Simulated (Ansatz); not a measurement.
**What DFT gives for CuI (P4/nmm)**

The conventional cell has a = 4.006 Å, b = 4.006 Å, c = 6.474 Å, α = 90.00°, β = 90.00°, γ = 90.00°. Around Cu (atom 1) lie 4 I at 2.62 Å and 4 Cu at 2.83 Å. I (atom 3) has 4 Cu at 2.62 Å as nearest neighbours.

Ansatz runs use the cell relaxed by PAW under their functional.

Q: What are its gap and electron mass? (PBEsol, all-electron LAPW in Ansatz 0.2.0, scalar-relativistic; a = 4.006, c = 6.474 Å; k mesh 6×6×4, fixed occupations, basis error target 1 meV/atom)

A: Kohn-Sham band edges (the gap between refined extrema, the direct gap on the fine mesh): gap = 1.52 eV, least direct gap = 1.52 eV, electron conductivity mass = 0.201 mₑ, ε∞ without local fields (PAW) = 6.86.

Q: How does it vibrate? (PBEsol, all-electron LAPW in Ansatz 0.2.0, scalar-relativistic; a = 4.006, c = 6.474 Å; k mesh 6×6×4, fixed occupations, basis error target 0.5 meV/atom; q mesh 1×1×1)

A: Harmonic phonons by finite displacements (no LO-TO term; negative means unstable): highest mode = 159 cm⁻¹, lowest optical at Γ = 11.2 cm⁻¹.

Q: How does it screen a field? (PBEsol, PAW on Ansatz 0.2.0's default frozen-core files (fitted under PBE), scalar-relativistic; a = 4.006, c = 6.474 Å; k mesh 6×6×4, fixed occupations, cutoff 420 eV)

A: Dielectric response and Born charges by linear response (direction means): ε∞ = 6.04, largest |Z*| = 0.92 e, ε₀ = 7.8.

Q: How much do local fields and the kernel change ε∞?

A: From 6.86 (independent particles) to 6.04 (linear response), -12 %. The two sums use different k meshes, so a part of a few per cent can be the mesh's.

Caveats: no spin-orbit coupling on heavy atoms (band edges); semilocal gaps are low, and light masses and ε∞ follow the gap (band edges); no dispersion correction, so the spacing and stiffness between layers or molecules are poor; zone-boundary modes aren't tested (phonons, field response); frozen-core PAW files fitted under PBE, their cores solved anew for the functional of the run (field response); field response not resolved by the mesh (field response); semilocal gaps are low, so ε∞ comes out large.
